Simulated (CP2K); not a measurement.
**HfC in CP2K: the effect of functional**

The system is HfC.

```xyz
2
Lattice="3.2880 0.0000 0.0000 1.6440 2.8475 0.0000 1.6440 0.9492 2.6847" Properties=species:S:1:pos:R:3 pbc="T T T"
Hf    3.2880    1.8984    1.3423
C     0.0000    0.0000    0.0000
```

Alike in all runs:

```yaml
Program: CP2K 2026.2
Task: band structure
Potentials_or_basis: POTENTIAL_UZH Hf GTH-PBE-q12, C GTH-PBE-q4; TZVP-MOLOPT-PBE-GTH basis
Density_cutoff: 9184 eV
k_mesh: 10 × 10 × 10
Occupations: fermi-dirac, width 0.05 eV
Spin: no spin polarisation
```

| functional | pressure (GPa) |
| --- | --- |
| LDA | -9.1 |
| PBEsol | ? |
| rev-vdW-DF2 | -3.1 |
| vdW-DF2 | 9.3 |
| optB88-vdW | -1.0 |
| r2SCAN | -0.9 |

**Question.** What does the run with functional PBEsol give?

**Answer.** Pressure -6.5 GPa.

Caveats: the potentials were made for another functional, which shifts forces and pressure; the basis of atomic orbitals isn't converged, which shifts pressures, moduli and gaps.

Runs at the PBE level aren't shown here.
